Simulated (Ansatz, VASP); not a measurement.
## AgW6S16 (Tungstenite): VASP beside Ansatz

Wanted: the spread between two codes on one cell, functional and k mesh. The structure shown is the end of the VASP relaxation below.

Main program and level: Ansatz 0.2.0; plane waves, with VASP 6.6.1 beside it; single point at PBE.

### Step 1. Starting point

The cell holds 23 atoms: 6 W, 1 Ag and 16 S. Cell: a = 6.365 Å, b = 6.365 Å, c = 13.812 Å, α = 90.0°, β = 90.0°, γ = 120.0°. It derives from WS2 (Tungstenite). Nearest the centre at fractional (0.250, 0.250, 0.500): S20 at 2.14 Å, S8 at 2.19 Å, S22 at 3.07 Å, S10 at 3.10 Å, S9 at 3.23 Å, S21 at 3.28 Å, Ag7 at 3.35 Å, S11 at 3.77 Å. The cell carries charge +1.

### Step 2. VASP: relaxation, PBE

This run makes the geometry at which the two programs are then compared.

Lines of VASP's logs that name or quote its potential files are left out, and so is its time.

File INCAR:

```
SYSTEM = AgW6S16
PREC = Normal
ENCUT = 280
EDIFF = 1E-05
NELM = 120
ISMEAR = 0
SIGMA = 0.05
LREAL = Auto
ALGO = Fast
GGA = PE
NELECT = 142
NBANDS = 94
LASPH = .TRUE.
LORBIT = 11
LWAVE = .FALSE.
LCHARG = .FALSE.
NCORE = 3
IBRION = 1
NSW = 60
ISIF = 2
EDIFFG = -0.05
POTIM = 0.3
MAXMIX = 40
ISYM = 0
```

File POSCAR:

```
AgW6S16
1.0
    6.3653692458      0.0000000000      0.0000000000
   -3.1826846230      5.5125714712      0.0000000000
    0.0000000000      0.0000000000     13.8121866277
W Ag S
6 1 16
Direct
    0.3441116498      0.6719755026      0.7544338026
    0.8412136681      0.1852368694      0.7527353943
    0.8377555538      0.6581120081      0.7512603656
    0.1824324447      0.8370655429      0.2499306784
    0.6636233779      0.3305251100      0.2525529663
    0.6533210825      0.8370884916      0.2501480897
    0.2735071838      0.1277589982      0.7345405041
    0.3291070657      0.1929474230      0.3509115908
    0.3596399972      0.7226016109      0.3752161017
    0.8568815632      0.1913193348      0.3523926533
    0.8382645344      0.6786554494      0.3617480902
    0.1833813453      0.3414274587      0.8611909537
    0.1744712771      0.8258003531      0.8632216189
    0.7162731424      0.3603699723      0.8764303104
    0.6871716646      0.8444265618      0.8644702294
    0.3626769512      0.1346356140      0.1263280181
    0.3094701277      0.6181016173      0.1524262539
    0.7739666037      0.1370187814      0.1276466618
    0.8342241918      0.6706516952      0.1400755017
    0.1497666298      0.3665131964      0.6281401743
    0.1461572261      0.7714687104      0.6260215161
    0.6509849724      0.3254694049      0.6433589653
    0.6791518082      0.8413681654      0.6401809530
```

File KPOINTS:

```
Automatic mesh
0
Gamma
2 2 1
0 0 0
```

PAW data sets: W, Ag and S (PBE family, release 64).

On the command line:

```bash
$ mpirun -np 3 vasp_std
```

Numbers of over 12 decimals in the logs are rounded to 6 here.

The program printed:

```text
[banner, memory and clock lines left out]
running    3 mpi-ranks, on    1 nodes
 distrk:  each k-point on    3 cores,    1 groups
 distr:  one band on    3 cores,    1 groups

 POSCAR found type information on POSCAR W AgS
 POSCAR found :  3 types and      23 ions
 LDA part: xc-table for (Slater+PW92), standard interpolation
 POSCAR, INCAR and KPOINTS ok, starting setup
 FFT: planning ... GRIDC
 FFT: planning ... GRID_SOFT
 FFT: planning ... GRID
 WAVECAR not read
 entering main loop
       N       E                     dE             d eps       ncg     rms          rms(c)
DAV:   1     0.545719425546E+03    0.54572E+03   -0.43707E+04   760   0.807E+02
DAV:   2    -0.119783604241E+03   -0.66550E+03   -0.63720E+03   960   0.211E+02
DAV:   3    -0.170443019333E+03   -0.50659E+02   -0.49195E+02   904   0.613E+01
DAV:   4    -0.172162702343E+03   -0.17197E+01   -0.17061E+01  1024   0.113E+01
DAV:   5    -0.172205671594E+03   -0.42969E-01   -0.42900E-01   968   0.184E+00BRMIX: very serious problems
 the old and the new charge density differ
 old charge density:   143.00000 new  142.00000
    0.755E+01
RMM:   6    -0.164500390309E+03    0.77053E+01   -0.62214E+01   765   0.178E+01    0.355E+01
RMM:   7    -0.168060774371E+03   -0.35604E+01   -0.17477E+01   753   0.114E+01    0.287E+01
RMM:   8    -0.160828213630E+03    0.72326E+01   -0.82702E+00   753   0.644E+00    0.143E+01
RMM:   9    -0.158970493719E+03    0.18577E+01   -0.29177E+00   762   0.442E+00    0.469E+00
RMM:  10    -0.158897424997E+03    0.73069E-01   -0.10450E+00   834   0.228E+00    0.326E+00
RMM:  11    -0.158860893527E+03    0.36531E-01   -0.17623E-01   778   0.103E+00    0.196E+00
RMM:  12    -0.158857092001E+03    0.38015E-02   -0.91669E-02   765   0.735E-01    0.133E+00
RMM:  13    -0.158849375907E+03    0.77161E-02   -0.34130E-02   782   0.479E-01    0.412E-01
RMM:  14    -0.158849788228E+03   -0.41232E-03   -0.10963E-02   893   0.222E-01    0.223E-01
RMM:  15    -0.158849559287E+03    0.22894E-03   -0.17436E-03   785   0.963E-02    0.820E-02
RMM:  16    -0.158849532172E+03    0.27115E-04   -0.82321E-04   830   0.655E-02    0.488E-02
RMM:  17    -0.158849532117E+03    0.54941E-07   -0.17762E-04   844   0.338E-02    0.289E-02
RMM:  18    -0.158849534048E+03   -0.19310E-05   -0.47884E-05   606   0.162E-02
   1 F= -.15884953E+03 E0= -.15884512E+03  d E =-.158850E+03
[...]
2 F= -.15885047E+03 E0= -.15884610E+03  d E =-.936899E-03
[...]
3 F= -.15885131E+03 E0= -.15884693E+03  d E =-.843156E-03
 BRION: g(F)=  0.293E-03 g(S)=  0.000E+00 retain N=  2 mean eig= 4.77
 eig:   2.343  7.202
 bond charge predicted
       N       E                     dE             d eps       ncg     rms          rms(c)
DAV:   1    -0.158851761259E+03   -0.45297E-03   -0.10563E-01   788   0.764E-01    0.155E-01
RMM:   2    -0.158851986139E+03   -0.22488E-03   -0.25986E-03   752   0.152E-01    0.252E-02
RMM:   3    -0.158852039304E+03   -0.53165E-04   -0.51613E-04   799   0.607E-02    0.309E-02
RMM:   4    -0.158852046938E+03   -0.76333E-05   -0.89522E-05   703   0.245E-02
   4 F= -.15885205E+03 E0= -.15884764E+03  d E =-.732835E-03
 BRION: g(F)=  0.160E-03 g(S)=  0.000E+00 retain N=  1 mean eig= 5.79
 eig:   5.794
 reached required accuracy - stopping structural energy minimisation
```

Parts of OUTCAR (step 2):

```text
NELECT = 142

 ion  position               nearest neighbor table
   1  0.344  0.672  0.754-  13 2.33  12 2.34  15 2.43  23 2.43  21 2.44  20 2.44   2 3.15   7 3.16
                             3 3.18   3 3.19   2 3.22   7 3.27
   2  0.841  0.185  0.753-  22 2.37  14 2.38  12 2.41  20 2.43  15 2.43  23 2.45   7 2.96   3 3.02
                             1 3.15   1 3.22   3 3.34   7 3.45
   3  0.838  0.658  0.751-  22 2.37  14 2.39  13 2.42  15 2.43  23 2.43  21 2.44   7 2.90   2 3.02
                             1 3.18   1 3.19   2 3.34   7 3.50
   4  0.182  0.837  0.250-  17 2.35   9 2.37  16 2.38   8 2.42  19 2.45  11 2.45   6 3.00   5 3.10
                             5 3.26   6 3.37
   5  0.664  0.331  0.253-   8 2.30  10 2.30  18 2.42  16 2.42  19 2.43  11 2.44   4 3.10   6 3.11
                             6 3.26   4 3.26
   6  0.653  0.837  0.250-  17 2.35  18 2.37   9 2.38  10 2.42  11 2.44  19 2.45   4 3.00   5 3.11
                             5 3.26   4 3.37
   7  0.274  0.128  0.735-  22 2.43  12 2.45  13 2.46  21 2.49  20 2.51   3 2.90   2 2.96  14 3.13
                             1 3.16   1 3.27   2 3.45   3 3.50
   8  0.329  0.193  0.351-   5 2.30   4 2.42
   9  0.360  0.723  0.375-   4 2.37   6 2.38
  10  0.857  0.191  0.352-   5 2.30   6 2.42
  11  0.838  0.679  0.362-   5 2.44   6 2.44   4 2.45
  12  0.183  0.341  0.861-   1 2.34   2 2.41   7 2.45
  13  0.174  0.826  0.863-   1 2.33   3 2.42   7 2.46
  14  0.716  0.360  0.876-   2 2.38   3 2.39   7 3.13
  15  0.687  0.844  0.864-   1 2.43   3 2.43   2 2.43
  16  0.363  0.135  0.126-   4 2.38   5 2.42  18 2.61
  17  0.309  0.618  0.152-   6 2.35   4 2.35
  18  0.774  0.137  0.128-   6 2.37   5 2.42  16 2.61
  19  0.834  0.671  0.140-   5 2.43   6 2.45   4 2.45
  20  0.150  0.367  0.628-   2 2.43   1 2.44   7 2.51  21 2.59
  21  0.146  0.771  0.626-   1 2.44   3 2.44   7 2.49  20 2.59
  22  0.651  0.325  0.643-   3 2.37   2 2.37   7 2.43
  23  0.679  0.841  0.640-   1 2.43   3 2.43   2 2.45

 Found      4 irreducible k-points:

   k-points           NKPTS =      4   k-points in BZ     NKDIM =      4   number of bands    NBANDS=     94

   dimension x,y,z NGX =    28 NGY =   28 NGZ =   60
   dimension x,y,z NGXF=    56 NGYF=   56 NGZF=  120

   ENCUT  =  280.0 eV  20.58 Ry    4.54 a.u.   8.68  8.68 18.85*2*pi/ulx,y,z

 k-points in reciprocal lattice and weights: Automatic mesh
   0.00000000  0.00000000  0.00000000       0.250
   0.50000000  0.00000000  0.00000000       0.250
   0.00000000  0.50000000  0.00000000       0.250
   0.50000000  0.50000000  0.00000000       0.250

 average (electrostatic) potential at core
       1 -42.1996       2 -42.1361       3 -42.0265       4 -41.9981       5 -42.0801
       6 -41.9896       7 -75.7377       8 -87.3377       9 -87.1279      10 -87.3483
      11 -87.6036      12 -87.7401      13 -87.7710      14 -87.1438      15 -87.7210
      16 -87.5880      17 -87.1135      18 -87.5978      19 -87.6291      20 -87.7950
      21 -87.7907      22 -87.5652      23 -87.7147

 E-fermi :   4.4310

 k-point     1 :       0.0000    0.0000    0.0000
  band No.  band energies     occupation
    ...
     68       3.6611      2.00000
     69       3.9080      2.00000
     70       4.0463      2.00000
     71       4.0716      2.00000
     72       4.3930      1.71805
     73       4.4832      0.13945
     74       4.9458      0.00000
     75       5.0977      0.00000
     76       5.3461      0.00000
     77       5.5458      0.00000
    ...

 k-point     2 :       0.5000    0.0000    0.0000
  band No.  band energies     occupation
    ...
     67       3.1619      2.00000
     68       3.2901      2.00000
     69       3.5262      2.00000
     70       4.0085      2.00000
     71       4.2864      1.99996
     72       4.5275      0.00635
     73       4.5975      0.00000
     74       4.8763      0.00000
     75       4.9566      0.00000
     76       5.1456      0.00000
    ...

 k-point     3 :       0.0000    0.5000    0.0000
  band No.  band energies     occupation
    ...
     66       3.0485      2.00000
     67       3.0667      2.00000
     68       3.1510      2.00000
     69       3.6258      2.00000
     70       3.9140      2.00000
     71       4.4837      0.13619
     72       4.6049      0.00000
     73       4.7442      0.00000
     74       4.8540      0.00000
     75       4.8657      0.00000
    ...

  Total       -2.0145403      2.6938230    -11.0723935      0.6488760     -0.1863143      0.0712693
  in kB       -6.6595712      8.9051116    -36.6025905      2.1450232     -0.6159089      0.2355987
  external PRESSURE =     -11.4523500 kB  Pullay stress =       0.0000000 kB

  energy-cutoff  :      280.00
  volume of cell :      484.66
      direct lattice vectors                 reciprocal lattice vectors
     6.365369246  0.000000000  0.000000000     0.157100077  0.090701772  0.000000000
    -3.182684623  5.512571471  0.000000000     0.000000000  0.181403544  0.000000000
     0.000000000  0.000000000 13.812186628     0.000000000  0.000000000  0.072399833

 POSITION                                       TOTAL-FORCE (eV/Angst)
 -----------------------------------------------------------------------------------
      0.05272      3.70344     10.41967         0.007137     -0.004526      0.003847
      4.76386      1.02191     10.39640         0.002285     -0.004617     -0.004841
      3.23932      3.62633     10.37872         0.005366     -0.013052      0.013297
     -1.50321      4.61363      3.45369        -0.004482      0.006210      0.004033
      3.17305      1.82128      3.48704         0.005104     -0.003013     -0.001092
      1.49390      4.61367      3.45494         0.000243     -0.003421     -0.002842
      1.32989      0.70935     10.14509        -0.011385      0.012841     -0.016647
      1.48193      1.06435      4.84869         0.007466      0.000064      0.006719
     -0.01012      3.98481      5.18353         0.004785      0.004141      0.002072
      4.84685      1.05501      4.86609         0.009932     -0.002172     -0.007692
      3.17616      3.73979      4.99725        -0.001925     -0.002703     -0.000843
      0.08367      1.88039     11.89442         0.005514     -0.007083     -0.002839
     -1.51246      4.55077     11.92375         0.009827      0.007820     -0.002541
      3.41162      1.97985     12.10428        -0.008817     -0.023745     -0.003285
      1.68772      4.65442     11.94091         0.009459     -0.003621      0.005904
      1.87796      0.74426      1.74653        -0.016288      0.004601      0.010519
     -0.00039      3.40770      2.10276        -0.009462      0.006290     -0.003723
      4.49162      0.75478      1.76133         0.002966     -0.005227     -0.003353
      3.17641      3.69614      1.93554         0.001467     -0.002982      0.001242
     -0.22080      2.02677      8.67283        -0.025350      0.022527     -0.016854
     -1.52738      4.25437      8.65185        -0.005353      0.017749      0.017631
      3.10999      1.79452      8.88166        -0.001516     -0.000430     -0.004944
      1.64812      4.63712      8.84405         0.013029     -0.005651      0.006233
 -----------------------------------------------------------------------------------
    total drift:                               -0.009227     -0.018301      0.005960

  FREE ENERGIE OF THE ION-ELECTRON SYSTEM (eV)
  ---------------------------------------------------
  free  energy   TOTEN  =      -158.8520469377 eV

  energy  without entropy=     -158.8432318132  energy(sigma->0) =     -158.84763938

 reached required accuracy - stopping structural energy minimisation

 total charge
# of ion       s       p       d       tot
------------------------------------------
    1        0.585   0.706   4.283   5.574
    2        0.577   0.705   4.268   5.550
    3        0.576   0.700   4.290   5.566
    4        0.585   0.712   4.246   5.544
    5        0.601   0.728   4.277   5.607
    6        0.586   0.713   4.250   5.549
    7        0.405   0.480   9.086   9.971
    8        1.375   2.303   0.000   3.678
    9        1.371   2.302   0.000   3.673
   10        1.375   2.302   0.000   3.677
   11        1.363   2.335   0.000   3.698
   12        1.373   2.317   0.000   3.690
   13        1.374   2.314   0.000   3.688
   14        1.370   2.316   0.000   3.686
   15        1.363   2.341   0.000   3.704
   16        1.379   2.264   0.000   3.643
   17        1.371   2.317   0.000   3.687
   18        1.379   2.265   0.000   3.644
   19        1.363   2.336   0.000   3.699
   20        1.379   2.281   0.000   3.660
   21        1.378   2.283   0.000   3.661
   22        1.368   2.339   0.000   3.708
   23        1.364   2.341   0.000   3.704
--------------------------------------------------
tot         25.862  41.700  34.700 102.262

[... 1 further part left out ...]
```

CONTCAR:

```
AgW6S16
   1.00000000000000
     6.3653692458000002    0.0000000000000000    0.0000000000000000
    -3.1826846230000001    5.5125714712000002    0.0000000000000000
     0.0000000000000000    0.0000000000000000   13.8121866276999992
  W               Ag              S
     6     1    16
Direct
     0.3441904325089396    0.6718168143492260    0.7543822416985108
     0.8410916065185374    0.1853786514934468    0.7526978253226109
     0.8378127045650463    0.6578299234967743    0.7514172646479718
     0.1823101387207373    0.8369283788522270    0.2500464074767242
     0.6636794020203876    0.3303870111588047    0.2524612574317491
     0.6531595087749384    0.8369362768599902    0.2501368069603459
     0.2732640910844661    0.1286779253827331    0.7345025974098461
     0.3293492181631537    0.1930772858678221    0.3510443554068675
     0.3598391125928710    0.7228586984357424    0.3752870290068937
     0.8571326231834516    0.1913827296988874    0.3523038805063967
     0.8381802988147182    0.6784108512869494    0.3618002437791097
     0.1836999310105832    0.3411097954479212    0.8611538250092668
     0.1751552977414780    0.8255260825752490    0.8632775754900814
     0.7155420254930603    0.3591524280855536    0.8763478324220629
     0.6873043546429014    0.8443281519841294    0.8645198611974041
     0.3625327336358248    0.1350113015199385    0.1264484848724176
     0.3090236465855658    0.6181697011151855    0.1522392194359363
     0.7740939246470202    0.1369202649741199    0.1275200100526928
     0.8342602255499770    0.6704922412382694    0.1401325233775416
     0.1491434384046912    0.3676629857519564    0.6279112471029868
     0.1459278493923598    0.7717576577215288    0.6263921470217190
     0.6513462365021984    0.3255324542808643    0.6430307299571033
     0.6795152608470816    0.8411902602226667    0.6403080280137561
```

This run has no spin polarisation, so a moment on W, if there is one, isn't seen. The cell is charged against a uniform background. The data set W keeps the semicore shell frozen, which is cheaper and a little less accurate.

(Part 1 of 2 ends here.)

[Lines on the potential files, build, host, timing and source positions are cut from VASP's logs without a mark.]

[Logs are printed without paths, hosts, clocks, repeated set-up lines and the standing remarks that a program may print on its own settings, such as how far it seeks lower states.]

[Hosts, paths, dates, database ids (printed as entryN), source tags and the programs' standing remarks are cut or masked in the printed files.]
